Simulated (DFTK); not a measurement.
Write the native input for DFTK 0.8.2 that does the following.

| Item | Value |
| --- | --- |
| Task | band structure |
| Functional | r2SCAN |
| Potentials or basis | SG15 1.2 (PBE) |
| Cutoff | 1225 eV |
| k mesh | 13 × 13 × 13 |
| Occupations | fermi-dirac, width 0.05 eV |
| Spin | no spin polarisation |
| Valence electrons | C 4 |
| SCF tolerance on the density | 1e-06 |

Crystal: C.

```
C
1.0
     0.00000    1.78337    1.78337
     1.78337    0.00000    1.78337
     1.78337    1.78337    0.00000
C
2
Direct
  0.75000 0.75000 0.75000
  0.50000 0.50000 0.50000
```

This isn't the form of C at room conditions, which is graphite.

One way to write it, as run:

run.jl

```julia
using DFTK
using PseudoPotentialData
using Unitful, UnitfulAtomic
using LinearAlgebra, Printf
using AtomsBase
include("save.jl")
disable_threading()

cell = [[0.0, 1.78337, 1.78337],
        [1.78337, 0.0, 1.78337],
        [1.78337, 1.78337, 0.0]]u"Å"
system = periodic_system([:C => [0.75, 0.75, 0.75],
                          :C => [0.5, 0.5, 0.5]],
                         cell; fractional=true)
lattice   = austrip.(hcat(cell_vectors(system)...))
symbols   = atomic_symbol(system, :) .|> Symbol
positions = [lattice \ austrip.(position(system, i)) for i in 1:length(system)]
pseudopotentials = Dict(:C => "C.upf")
elements = Dict(s => ElementPsp(s, pseudopotentials; rcut=10.0) for s in unique(symbols))
atoms    = [elements[s] for s in symbols]

build_model(lattice, positions; symmetries=true) =
    model_DFT(lattice, atoms, positions;
              functionals=r2SCAN(),
              temperature=austrip(0.05u"eV"),
              smearing=Smearing.FermiDirac(),
              symmetries)
Ecut  = 45.0  # hartree
kgrid = [13, 13, 13]
tol   = 1e-6
to_GPa = ustrip(uconvert(u"GPa", 1u"hartree/bohr^3"))

model = build_model(lattice, positions)
basis = PlaneWaveBasis(model; Ecut, kgrid)
display(basis)
scfres = self_consistent_field(basis;
                               tol,
                               nbandsalg=AdaptiveBands(model; n_bands_converge=9))
display(scfres.energies)
@printf "Fermi level: %.6f eV\n" ustrip(auconvert(u"eV", something(scfres.εF, NaN)))
forces = compute_forces_cart(scfres)
println("Forces (eV/Å)")
for (s, f) in zip(symbols, forces)
    @printf "%-3s %12.6f %12.6f %12.6f\n" s ustrip.(auconvert.(u"eV/Å", f))...
end
stress = compute_stresses_cart(scfres)
println("Stress (GPa)")
display(round.(stress * to_GPa; digits=4))
println("Levels at the first k-point (eV): ", round.(ustrip.(auconvert.(u"eV", scfres.eigenvalues[1][1:scfres.n_bands_converge])); digits=4))
save_scf!(scfres; forces, stress)

points = Dict("G" => [0.0, 0.0, 0.0], "K" => [0.375, 0.375, 0.75], "L" => [0.5, 0.5, 0.5], "U" => [0.625, 0.25, 0.625], "W" => [0.5, 0.25, 0.75], "X" => [0.5, 0.0, 0.5])
segments = [("G", "X", 7), ("X", "W", 4), ("W", "K", 3), ("K", "G", 7), ("G", "L", 6), ("L", "U", 4), ("U", "W", 3), ("W", "L", 5), ("L", "K", 4), ("U", "X", 3)]
kcoords = vcat([[points[a] + t * (points[b] - points[a]) for t in range(0, 1, n)] for (a, b, n) in segments]...)
bands = compute_bands(scfres, ExplicitKpoints(kcoords); n_bands=11, tol=1e-5)
for (k, ε) in zip(bands.basis.kpoints, bands.eigenvalues)
    @printf "%d %8.4f %8.4f %8.4f " k.spin k.coordinate...
    println(join([@sprintf("%9.4f", e) for e in ustrip.(auconvert.(u"eV", ε .- scfres.εF))]))
end
results["band_energies"] = rows(bands.eigenvalues); results["band_kpoints"] = rows(kcoords)
```

Potentials or basis: SG15 1.2 (PBE).

Run with:

```console
$ julia --threads=1 run.jl  # save.jl only writes the numbers to a file and isn't shown; printed stress counts tension as positive; times include loading and compiling
```

Results of the run:

* Pressure: -2.3 GPa
* Band gap on the k mesh: 4.27 eV, indirect (least direct gap 5.85 eV)
* Band gap along the path: 4.28 eV, indirect (least direct gap 5.85 eV)

Caveat: the potentials were made for another functional, which shifts forces and pressure.

It took 5.5 min on 1 thread of Intel(R) Xeon(R) Processor @ 2.50GHz (Skylake/Cascade Lake), with other jobs on the host, peak memory 1.7 GiB.
